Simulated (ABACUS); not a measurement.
# Tb (P6_3/mmc) in ABACUS: notebook

One crystal, Tb, is run at these levels: PBE; tasks: single point.

All numbers are computed with ABACUS 3.10.1; they aren't measurements. Logs are shortened: lines on timing, memory, paths and dates and some standing lists are left out, and cuts for length are marked.

## Step 1: Starting point

Symmetry: P6_3/mmc, No. 194, hexagonal system. Conventional cell: a = 3.601 Å, b = 3.601 Å, c = 5.694 Å, α = 90.00°, β = 90.00°, γ = 120.00°. Around Tb (site symmetry -6m2) lie 12 Tb at 3.53 to 3.60 Å.

## Step 2: Single point, PBE

Contents of INPUT:

```
INPUT_PARAMETERS
suffix              Tb
calculation         scf
basis_type          pw
pseudo_dir          ./
symmetry            1
dft_functional      pbe
ecutwfc             50
pseudo_rcut         10
nspin               1
nbands              15
ks_solver           dav
smearing_method     fd
smearing_sigma      0.01469973
scf_thr             1e-08
scf_nmax            100
mixing_type         broyden
mixing_beta         0.7
cal_force           1
cal_stress          1
out_chg             1
out_pot             2
out_elf             1
```

Contents of STRU:

```
ATOMIC_SPECIES
Tb 158.9254 Tb.upf

LATTICE_CONSTANT
1.8897261246

LATTICE_VECTORS
3.6010000000 0.0000000000 0.0000000000
-1.8005000000 3.1185574790 0.0000000000
0.0000000000 0.0000000000 5.6936000000

ATOMIC_POSITIONS
Cartesian

Tb
0.0
2
1.8005000002 1.0395191596 4.2702000000 1 1 1
-0.0000000002 2.0790383194 1.4234000000 1 1 1
```

Contents of KPT:

```
K_POINTS
0
Gamma
7 7 4 0 0 0
```

Potentials or basis: PseudoDojo NC SR 0.4.1 PBE standard, lanthanides 3+ (f in core), plane waves.

Run with:

```sh
> OMP_NUM_THREADS=1 mpirun -np 4 abacus > log
```

running log:

```text
ABACUS v3.10.1

               Atomic-orbital Based Ab-initio Computation at UStc

 ------------------------------------------------------------------------------------

 READING GENERAL INFORMATION
                           global_out_dir = OUT.Tb/
                           global_in_card = INPUT
                               pseudo_dir = ./
                              orbital_dir =
                                    DSIZE = 4
                                    GSIZE = 1

 READING UNITCELL INFORMATION
                                    ntype = 1
                  lattice constant (Bohr) = 1.88973
              lattice constant (Angstrom) = 1

 READING ATOM TYPE 1
                               atom label = Tb
                      L=0, number of zeta = 1
                      L=1, number of zeta = 1
                      L=2, number of zeta = 1
             number of atom for this type = 2

                        TOTAL ATOM NUMBER = 2
CARTESIAN COORDINATES ( UNIT =       1.889726124600 Bohr ).
    atom                   x                   y                   z     mag                  vx                  vy                  vz
tauc_Tb1            1.8005000002        1.0395191596        4.2702000000  0.0000        0.0000000000        0.0000000000        0.0000000000
tauc_Tb2           -0.0000000002        2.0790383194        1.4234000000  0.0000        0.0000000000        0.0000000000        0.0000000000

                          Volume (Bohr^3) = 431.48
                             Volume (A^3) = 63.9386

 Lattice vectors: (Cartesian coordinate: in unit of a_0)
               +3.601                  +0                  +0
              -1.8005            +3.11856                  +0
                   +0                  +0             +5.6936
 Reciprocal vectors: (Cartesian coordinate: in unit of 2 pi/a_0)
            +0.277701           +0.160331                  -0
                   -0           +0.320661                  -0
                   +0                  -0           +0.175636
 The esolver type has been set to : ksdft_pw

                PAO radial cut off (Bohr) = 10

 Read in pseudopotential file is Tb.upf
                     pseudopotential type = NC
          exchange-correlation functional = PBE
                 nonlocal core correction = 1
                        valence electrons = 11
                                     lmax = 3
                           number of zeta = 4
                     number of projectors = 7
                           L of projector = 0
                           L of projector = 0
                           L of projector = 1
                           L of projector = 1
                           L of projector = 2
                           L of projector = 2
                           L of projector = 3
     initial pseudo atomic orbital number = 20

 SETUP THE ELECTRONS NUMBER
            electron number of element Tb = 11
      total electron number of element Tb = 22
            AUTOSET number of electrons:  = 22
                           occupied bands = 11
                                   NBANDS = 15
                                   NLOCAL = 18

 SETUP THE PLANE WAVE BASIS
 energy cutoff for charge/potential (unit:Ry) = 200
            fft grid for charge/potential = [ 32, 32, 50 ]
                        fft grid division = [ 1, 1, 1 ]
        big fft grid for charge/potential = [ 32, 32, 50 ]
                                     nbxx = 13312
                                     nrxx = 13312

 SETUP PLANE WAVES FOR CHARGE/POTENTIAL
                    number of plane waves = 20605
                         number of sticks = 649

 PARALLEL PW FOR CHARGE/POTENTIAL
     PROC   COLUMNS(POT)             PW
        1            163           5153
        2            162           5150
        3            162           5150
        4            162           5152
 --------------- sum -------------------
        4            649          20605
                            number of |g| = 988
                                  max |g| = 18.0769
                                  min |g| = 0.102824

----------- Double Check Mixing Parameters Begin ------------
mixing_type: broyden
mixing_beta: 0.7
mixing_gg0: 1
mixing_gg0_min: 0.1
mixing_ndim: 8
----------- Double Check Mixing Parameters End ------------

 LATTICE VECTORS: (CARTESIAN COORDINATE: IN UNIT OF A0)
               +3.601                  +0                  +0
              -1.8005            +3.11856                  +0
                   +0                  +0             +5.6936
                       right hand lattice = 1
                                   NORM_A = 3.601
                                   NORM_B = 3.601
                                   NORM_C = 5.6936
                           ALPHA (DEGREE) = 90
                           BETA  (DEGREE) = 90
                           GAMMA (DEGREE) = 120

 The lattice vectors have been changed (STRU_SIMPLE.cif)

(for optimal symmetric configuration:)
                             BRAVAIS TYPE = 4
                     BRAVAIS LATTICE NAME = 04. Hexagonal cell
                                    ibrav = 4
                                    IBRAV = 4
                                  BRAVAIS = HEXAGONAL CELL
                       LATTICE CONSTANT A = 3.601
                                C/A RATIO = 1.58112
Original cell was already a primitive cell.
                        ROTATION MATRICES = 24
              PURE POINT GROUP OPERATIONS = 12
                   SPACE GROUP OPERATIONS = 24
                                       C2 = 3
                                       C3 = 2
                                       C4 = 0
                                       C6 = 0
                                       S1 = 3
                                       S3 = 0
                                       S4 = 0
                                       S6 = 2
                              POINT GROUP = D_3d
                                       C2 = 7
                                       C3 = 2
                                       C4 = 0
                                       C6 = 2
                                       S1 = 7
                                       S3 = 2
                                       S4 = 0
                                       S6 = 2
               POINT GROUP IN SPACE GROUP = D_6h

 SETUP K-POINTS
                                    nspin = 1
                   Input type of k points = Monkhorst-Pack(Gamma)
                                   nkstot = 196
                       right hand lattice = 1
(for reciprocal lattice: )
                             BRAVAIS TYPE = 4
                     BRAVAIS LATTICE NAME = 04. Hexagonal cell
                                    ibrav = 4
                       right hand lattice = 1
(for k-lattice: )
                             BRAVAIS TYPE = 4
                     BRAVAIS LATTICE NAME = 04. Hexagonal cell
                                    ibrav = 4
                       right hand lattice = 1
                        ROTATION MATRICES = 24
                               nkstot_ibz = 24
K-POINTS REDUCTION ACCORDING TO SYMMETRY
     IBZ    DIRECT_X    DIRECT_Y    DIRECT_Z  WEIGHT  ibz2bz
       1  0.00000000  0.00000000  0.00000000  0.0051       0
       2 -0.14285714  0.14285714  0.00000000  0.0306       1
       3 -0.28571429  0.28571429  0.00000000  0.0306       2
       4 -0.42857143  0.42857143  0.00000000  0.0306       3
       5 -0.14285714  0.28571429  0.00000000  0.0306       8
       6 -0.28571429  0.42857143  0.00000000  0.0612       9
[... 16 lines left out ...]
      23  0.42857143  0.42857143  0.50000000  0.0306     108
      24  0.42857143  0.28571429  0.50000000  0.0306     114

                               nkstot now = 24
[... K-POINTS DIRECT COORDINATES: 24 rows ...]

           k-point number in this process = 24
       minimum distributed K point number = 24
[... stars of the k points ...]

[... K-POINTS CARTESIAN COORDINATES: 24 rows ...]

[... K-POINTS DIRECT COORDINATES: 24 rows ...]

 SETUP PLANE WAVES FOR WAVE FUNCTIONS
     energy cutoff for wavefunc (unit:Ry) = 50
              fft grid for wave functions = [ 32, 32, 50 ]
                    number of plane waves = 3597
                         number of sticks = 199

 PARALLEL PW FOR WAVE FUNCTIONS
     PROC   COLUMNS(POT)             PW
        1             50            900
        2             50            902
        3             49            895
        4             50            900
 --------------- sum -------------------
        4            199           3597

 SETUP NONLOCAL PSEUDOPOTENTIALS IN PLANE WAVE BASIS
 Tb non-local projectors:
 projector 1 L=0
 projector 2 L=0
 projector 3 L=1
 projector 4 L=1
 projector 5 L=2
 projector 6 L=2
 projector 7 L=3
      TOTAL NUMBER OF NONLOCAL PROJECTORS = 50

 Init Non-Local PseudoPotential table :
 Init Non-Local-Pseudopotential done.

                                     npwx = 652

 Make real space PAO into reciprocal space.
       max mesh points in Pseudopotential = 1001
     dq(describe PAO in reciprocal space) = 0.01
                                    max q = 853

 number of pseudo atomic orbitals for Tb is 4
WARNING: norm of atomic wavefunction # 3 of atomic type Tb is 0.999439, renormalized
WARNING: norm of atomic wavefunction # 4 of atomic type Tb is 0.999197, renormalized

 -------------------------------------------
 SELF-CONSISTENT
 -------------------------------------------
                                 init_chg = atomic

 PW ALGORITHM --------------- ION=   1  ELEC=   1--------------------------------
 Notice: Threshold on eigenvalues was too large.
 hsover_error=0.22 > DRHO=0.00816287
 Origin diag ethr = 0.01
 New diag ethr = 3.71039e-05

 Density error is 0.00806261555693
                          Error Threshold = 3.71039443196e-05
----------------------------------------------------------
     Energy           Rydberg                 eV
----------------------------------------------------------
 E_KohnSham     -170.6037024882      -2321.1824537369
 E_Harris       -171.1363137875      -2328.4290022266
 E_Fermi        0.7677852416         10.4462541265
----------------------------------------------------------
[... 51 lines left out ...]
 Density error is 4.3914865361e-10
                          Error Threshold = 1.36182071989e-10
----------------------------------------------------------
     Energy           Rydberg                 eV
----------------------------------------------------------
 E_KohnSham     -170.6046214724      -2321.1949571584
 E_KS(sigma->0) -170.5902338599      -2320.9992036475
 E_Harris       -170.6046783518      -2321.1957310412
 E_band         -17.1367370809       -233.1572694281
 E_one_elec     -33.7788981638       -459.5854871897
 E_Hartree      22.7919895298        310.1009263621
 E_xc           -43.0708104484       -586.0084395759
 E_Ewald        -116.5181271650      -1585.3104497330
 E_entropy(-TS) -0.0287752250        -0.3915070219
 E_descf        0.0000000000         0.0000000000
 E_exx          0.0000000000         0.0000000000
 E_Fermi        0.7626218029         10.3760019380
----------------------------------------------------------

 charge density convergence is achieved
 final etot is -2321.1949572 eV
 EFERMI = 10.376001938 eV
The vacuum level is 10.843198474 eV

 STATE ENERGY(eV) AND OCCUPATIONS    NSPIN == 1
 1/24 kpoint (Cartesian) = 0.0000 0.0000 0.0000 (646 pws)
       1       -35.4708      0.0102041
       2       -35.3986      0.0102041
       3       -12.5980      0.0102041
       4       -11.9654      0.0102041
       5       -11.9654      0.0102041
       6       -11.8519      0.0102041
       7       -11.8519      0.0102041
       8       -11.8207      0.0102041
       9        5.44648      0.0102041
      10        8.22957      0.0102039
      11        11.7193    1.23386e-05
      12        12.1418    1.49385e-06
      13        12.1418    1.49385e-06
      14        12.4129    3.85275e-07
      15        12.8289    4.81334e-08
[... 69 lines left out ...]
 6/24 kpoint (Cartesian) = -0.079343 0.091617 0.0000 (636 pws)
       1       -35.4198       0.122449
       2       -35.3859       0.122449
       3       -12.3641       0.122449
       4       -12.3341       0.122449
       5       -12.2780       0.122449
       6       -12.1178       0.122449
       7       -11.9717       0.122449
       8       -11.9698       0.122449
       9        8.11820       0.122447
      10        9.59043       0.120085
      11        9.68860       0.118634
      12        10.3298      0.0682632
      13        11.6263    0.000235539
      14        12.0640    2.64511e-05
      15        12.2146    1.24603e-05

[... levels at 18 further k points ...]

------------------------------------------------------------------------------------------
 TOTAL-FORCE (eV/Angstrom)
------------------------------------------------------------------------------------------
                       Tb1         0.0000000000         0.0000000000         0.0000000000
                       Tb2         0.0000000000         0.0000000000         0.0000000000
------------------------------------------------------------------------------------------

----------------------------------------------------------------
 TOTAL-STRESS (KBAR)
----------------------------------------------------------------
         4.5223878263         0.0000000000         0.0000000000
        -0.0000000000         4.5223878264        -0.0000000000
         0.0000000000         0.0000000000         5.4664090564
----------------------------------------------------------------
 TOTAL-PRESSURE: 4.837062 KBAR

 --------------------------------------------
 !FINAL_ETOT_IS -2321.1949571584273144 eV
 --------------------------------------------
```

It took 4.2 s on 4 MPI ranks of Intel Xeon Platinum 8488C (Sapphire Rapids), shared host; peak memory 0.2 GiB.

What came out:

| Quantity | Value |
| --- | --- |
| Free energy | -2321.1950 eV |
| Band gap on the k mesh | none (metal or under the smearing width) |

Levels at points of the mesh, in eV from the Fermi level:
```tsv
k point	band 6	band 7	band 8	band 9	band 10	band 11	band 12	band 13	band 14	band 15
(0.00, 0.00, 0.00)	-22.23	-22.23	-22.20	-4.93	-2.15	1.34	1.77	1.77	2.04	2.45
(0.00, 0.00, 0.50)	-22.28	-22.28	-22.28	-3.37	-3.37	0.93	0.93	1.68	1.68	1.68
```

Caveat: the 4f electrons are frozen in the core as for a trivalent ion, so they carry no moment and show no levels. Spin polarisation is off, so any magnetic state and its effect on volume and gap are missing.

## Step 3: Single point, PBE

INPUT, as its differences from that of step 2:

```diff
@@ -12,3 +12,3 @@
 ks_solver           dav
-smearing_method     fd
+smearing_method     gauss
 smearing_sigma      0.01469973
@@ -20,4 +20,2 @@
 cal_stress          1
-out_chg             1
-out_pot             2
-out_elf             1
+kpar                4
```

STRU is that of step 2.

KPT is that of step 2.

Potentials or basis: PseudoDojo NC SR 0.4.1 PBE standard, lanthanides 3+ (f in core), plane waves.

Run with:

```sh
> OMP_NUM_THREADS=1 mpirun -np 4 abacus > log
```

running log:

```text
ABACUS v3.10.1

               Atomic-orbital Based Ab-initio Computation at UStc

 ------------------------------------------------------------------------------------

 READING GENERAL INFORMATION
                           global_out_dir = OUT.Tb/
                           global_in_card = INPUT
                               pseudo_dir = ./
                              orbital_dir =
                                    DSIZE = 4
                                    GSIZE = 1

 READING UNITCELL INFORMATION
                                    ntype = 1
                  lattice constant (Bohr) = 1.88973
              lattice constant (Angstrom) = 1

 READING ATOM TYPE 1
                               atom label = Tb
                      L=0, number of zeta = 1
                      L=1, number of zeta = 1
                      L=2, number of zeta = 1
             number of atom for this type = 2

                        TOTAL ATOM NUMBER = 2
CARTESIAN COORDINATES ( UNIT =       1.889726124600 Bohr ).
    atom                   x                   y                   z     mag                  vx                  vy                  vz
tauc_Tb1            1.8005000002        1.0395191596        4.2702000000  0.0000        0.0000000000        0.0000000000        0.0000000000
tauc_Tb2           -0.0000000002        2.0790383194        1.4234000000  0.0000        0.0000000000        0.0000000000        0.0000000000

                          Volume (Bohr^3) = 431.48
[... 296 lines left out ...]
 final etot is -2321.014431 eV
 EFERMI = 10.392132665 eV

 STATE ENERGY(eV) AND OCCUPATIONS    NSPIN == 1
 1/6 kpoint (Cartesian) = 0.0000 0.0000 0.0000 (2599 pws)
       1       -35.4810      0.0102041
       2       -35.4088      0.0102041
       3       -12.5992      0.0102041
       4       -11.9780      0.0102041
       5       -11.9780      0.0102041
       6       -11.8647      0.0102041
       7       -11.8647      0.0102041
       8       -11.8224      0.0102041
       9        5.44594      0.0102041
      10        8.22371      0.0102041
      11        11.7232        0.00000
      12        12.1339        0.00000
      13        12.1339        0.00000
      14        12.4122        0.00000
      15        12.8197        0.00000
[... 72 lines left out ...]
       3       -12.3765       0.122449
       4       -12.3355       0.122449
       5       -12.2905       0.122449
       6       -12.1304       0.122449
       7       -11.9844       0.122449
       8       -11.9714       0.122449
       9        8.11724       0.122449
      10        9.58481       0.122449
      11        9.69067       0.122449
      12        10.3258      0.0833386
      13        11.6263        0.00000
      14        12.0578        0.00000
      15        12.2147        0.00000

------------------------------------------------------------------------------------------
 TOTAL-FORCE (eV/Angstrom)
------------------------------------------------------------------------------------------
                       Tb1         0.0000000000         0.0000000000         0.0000000000
                       Tb2         0.0000000000         0.0000000000         0.0000000000
------------------------------------------------------------------------------------------

----------------------------------------------------------------
 TOTAL-STRESS (KBAR)
----------------------------------------------------------------
         2.8620487274        -0.0000000000         0.0000000000
         0.0000000000         2.8620487275         0.0000000000
         0.0000000000         0.0000000000         1.3226716251
----------------------------------------------------------------
 TOTAL-PRESSURE: 2.348923 KBAR

 --------------------------------------------
 !FINAL_ETOT_IS -2321.0144309534803142 eV
 --------------------------------------------
```

stdout:

```text
ABACUS v3.10.1

               Atomic-orbital Based Ab-initio Computation at UStc

 UNIFORM GRID DIM        : 32 * 32 * 50
 UNIFORM GRID DIM(BIG)   : 32 * 32 * 50
[... 22 lines left out ...]
 DA5     -2.32101443e+03  -1.06286315e-06   3.2529e-08   0.30
 DA6     -2.32101443e+03  -3.68209202e-08   1.1804e-09   0.23
----------------------------------------------------------------
 TOTAL-STRESS (KBAR)
----------------------------------------------------------------
         2.8620487274        -0.0000000000         0.0000000000
         0.0000000000         2.8620487275         0.0000000000
         0.0000000000         0.0000000000         1.3226716251
----------------------------------------------------------------
 TOTAL-PRESSURE: 2.348923 KBAR
```

It took 2.6 s on 4 MPI ranks of Intel Xeon Platinum 8488C (Sapphire Rapids), shared host; peak memory 0.28 GiB.

What came out:

- Free energy: -2321.0144 eV
- Band gap on the k mesh: none (metal or under the smearing width)

Caveat: the 4f electrons are frozen in the core as for a trivalent ion, so they carry no moment and show no levels. Spin polarisation is off, so any magnetic state and its effect on volume and gap are missing.
